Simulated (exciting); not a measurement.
# W (Im-3m) in exciting: equation of state

How stiff is W in PBEsol, and what volume does it want? The cell is scaled to several volumes.

Program: exciting (release sodium). These are calculated values, not measurements. Logs are shortened: lines on timing, memory, paths and dates and some standing lists are left out, and cuts for length are marked.

### Step 1. The crystal as given

The structure is cubic, space group Im-3m (No. 229). The conventional cell has a = 3.165 Å, b = 3.165 Å, c = 3.165 Å, α = 90.00°, β = 90.00°, γ = 90.00°. W (site symmetry m-3m) is surrounded by 8 W at 2.74 Å.

### Step 2. Equation of state, PBEsol, 14.90 Å³/atom (volume scaled by 0.94)

Contents of input.xml:

```xml
<input>
  <title>W</title>
  <structure speciespath="./" tshift="false">
    <crystal scale="1">
      <basevect>-2.929157093812 2.929157093812 2.929157093812</basevect>
      <basevect>2.929157093812 -2.929157093812 2.929157093812</basevect>
      <basevect>2.929157093812 2.929157093812 -2.929157093812</basevect>
    </crystal>
    <species speciesfile="W.xml" rmt="2.3">
      <atom coord="0.000000000000 0.000000000000 0.000000000000"/>
    </species>
  </structure>
  <groundstate do="fromscratch" ngridk="12 12 12" rgkmax="9" gmaxvr="14" lmaxapw="10" lmaxmat="10" lmaxvr="8" xctype="GGA_PBE_SOL" stype="Fermi Dirac" swidth="0.00183747" nempty="12" ValenceRelativity="iora*" epsengy="1e-05" epspot="1e-05" maxscl="60" outputlevel="normal"/>
</input>
```

Potentials or basis: all-electron LAPW+lo, shipped species files, valence relativity iora*.

The run is started by

```bash
> OMP_NUM_THREADS=1 exciting_smp
```

INFO.OUT:

```text
================================================================================
EXCITING SODIUM started
[... 10 lines left out ...]

 Lattice vectors (cartesian) :
     -2.9291570938      2.9291570938      2.9291570938
      2.9291570938     -2.9291570938      2.9291570938
      2.9291570938      2.9291570938     -2.9291570938

 Reciprocal lattice vectors (cartesian) :
     -0.0000000000      1.0725244680      1.0725244680
      1.0725244680     -0.0000000000      1.0725244680
      1.0725244680      1.0725244680     -0.0000000000

 Unit cell volume                           :     100.5282177945
 Brillouin zone volume                      :       2.4674685266

 Species :    1 (W)
     parameters loaded from                 :    W.xml
     name                                   :    tungsten
     nuclear charge                         :     -74.00000000
     electronic charge                      :      74.00000000
     atomic mass                            :  335119.81910000
     muffin-tin radius                      :       2.30000000
     # of radial points in muffin-tin       :     450

     atomic positions (lattice) :
       1 :   0.00000000  0.00000000  0.00000000

 Total number of atoms per unit cell        :       1

 Spin treatment                             :    spin-unpolarised

 Number of Bravais lattice symmetries       :      48
 Number of crystal symmetries               :      48

 k-point grid                               :      12   12   12
 Total number of k-points                   :      72
 k-point set is reduced with crystal symmetries

 R^MT_min * |G+k|_max (rgkmax)              :       9.00000000
 Species with R^MT_min                      :       1 (W)
 Maximum |G+k| for APW functions            :       3.91304348
 Maximum |G| for potential and density      :      14.00000000

 G-vector grid sizes                        :      24    24    24
 Total number of G-vectors                  :    4729

 Maximum angular momentum used for
     APW functions                          :      10
     computing H and O matrix elements      :      10
     potential and density                  :       8
     inner part of muffin-tin               :       2

 Total nuclear charge                       :     -74.00000000
 Total electronic charge                    :      74.00000000
 Total core charge                          :      46.00000000
 Total valence charge                       :      28.00000000

 Number of empty states                     :      12
 Total number of valence states             :      27

 Maximum Hamiltonian size                   :     143
 Maximum number of plane-waves              :     116
 Total number of local-orbitals             :      27

 Exchange-correlation type                  :      22
     PBEsol, Phys. Rev. Lett. 100, 136406 (2008)
     Generalised gradient approximation (GGA)

 Smearing scheme                            :    Fermi-Dirac
 Smearing width                             :       0.00183747

 Using multisecant Broyden potential mixing
[... 6 lines left out ...]
* Groundstate module started                                                   *
********************************************************************************
 Output level for this task is set to normal

++++++++++++++++++++++++++++++++++++++++++++++++++++++++++++++++++++++++++++++++
[... 5 lines left out ...]
+ SCF iteration number :    1                                                  +
++++++++++++++++++++++++++++++++++++++++++++++++++++++++++++++++++++++++++++++++
 Total energy                               :    -16147.03609107
 _______________________________________________________________
 Fermi energy                               :         0.62223986
 Kinetic energy                             :     18216.15171696
 Coulomb energy                             :    -34042.77521805
 Exchange energy                            :      -315.36128418
 Correlation energy                         :        -5.05130580

 DOS at Fermi energy (states/Ha/cell)       :        11.24528941

 Electron charges :
     core                                   :        46.00000000
     core leakage                           :         0.00000545
     valence                                :        28.00000000
     interstitial                           :         2.68531173
     charge in muffin-tin spheres :
                  atom     1     W          :        71.31468827
     total charge in muffin-tins            :        71.31468827
     total charge                           :        74.00000000
[... 257 lines left out ...]
 Electron charges :
     core                                   :        46.00000000
     core leakage                           :         0.00000518
     valence                                :        28.00000000
     interstitial                           :         2.56981241
     charge in muffin-tin spheres :
                  atom     1     W          :        71.43018759
     total charge in muffin-tins            :        71.43018759
     total charge                           :        74.00000000

 RMS change in effective potential (target) :  0.700015E-08  ( 0.100000E-04)
 Absolute change in total energy   (target) :  0.118073E-05  ( 0.100000E-04)
 Charge distance                   (target) :  0.433628E-09  ( 0.100000E-04)

++++++++++++++++++++++++++++++++++++++++++++++++++++++++++++++++++++++++++++++++
| Convergency criteria checked for the last 2 iterations                       +
| Convergence targets achieved. Performing final SCF iteration                 +
++++++++++++++++++++++++++++++++++++++++++++++++++++++++++++++++++++++++++++++++
 Total energy                               :    -16161.40139148
 _______________________________________________________________
 Fermi energy                               :         0.61159279
 Kinetic energy                             :     18207.18200854
 Coulomb energy                             :    -34047.91984255
 Exchange energy                            :      -315.61074353
 Correlation energy                         :        -5.05281393

 DOS at Fermi energy (states/Ha/cell)       :        17.32541515

 Electron charges :
     core                                   :        46.00000000
     core leakage                           :         0.00000518
     valence                                :        28.00000000
     interstitial                           :         2.56981241
     charge in muffin-tin spheres :
                  atom     1     W          :        71.43018759
     total charge in muffin-tins            :        71.43018759
     total charge                           :        74.00000000

++++++++++++++++++++++++++++++++++++++++++++++++++++++++++++++++++++++++++++++++
[... 7 lines left out ...]

--------------------------------------------------------------------------------
- CAUTION! Warnings have been written in file WARNING.OUT !                    -
--------------------------------------------------------------------------------
================================================================================
| EXCITING SODIUM stopped                                                      =
================================================================================
```

WARNINGS.OUT:

```text
Inversion symmetry is present. Consider using input%groundstate%solver%type = "inversionsymmetry"
```

Wall time 26 s (1 thread of Arm Neoverse V2, shared host); peak memory 0.09 GiB.

What came out:

```
Free energy                                       : -439774.1407 eV
Band gap on the k mesh                            : none (metal or under the smearing width)
All electrons inside the program's atomic spheres : W 71.43 (radii W 2.3 bohr)
```

Caveat: the log's total energy holds no entropy term; the free energy is that total less TS from the occupations.

### Step 3. Equation of state, PBEsol, 15.21 Å³/atom (volume scaled by 0.96)

Edit input.xml of step 2 so:

```diff
@@ -4,5 +4,5 @@
     <crystal scale="1">
-      <basevect>-2.929157093812 2.929157093812 2.929157093812</basevect>
-      <basevect>2.929157093812 -2.929157093812 2.929157093812</basevect>
-      <basevect>2.929157093812 2.929157093812 -2.929157093812</basevect>
+      <basevect>-2.949785640308 2.949785640308 2.949785640308</basevect>
+      <basevect>2.949785640308 -2.949785640308 2.949785640308</basevect>
+      <basevect>2.949785640308 2.949785640308 -2.949785640308</basevect>
     </crystal>
```

Potentials or basis: all-electron LAPW+lo, shipped species files, valence relativity iora*.

The run is started by

```bash
> OMP_NUM_THREADS=1 exciting_smp
```

Wall time 25 s (1 thread of Arm Neoverse V2, shared host); peak memory 0.1 GiB.

Results (log left out):

| Property | Result |
| --- | --- |
| Free energy | -439774.1692 eV |
| Band gap on the k mesh | none (metal or under the smearing width) |
| All electrons inside the program's atomic spheres | W 71.39 (radii W 2.3 bohr) |

Caveat: the log's total energy holds no entropy term; the free energy is that total less TS from the occupations.

(Part 1 of 2 ends here.)
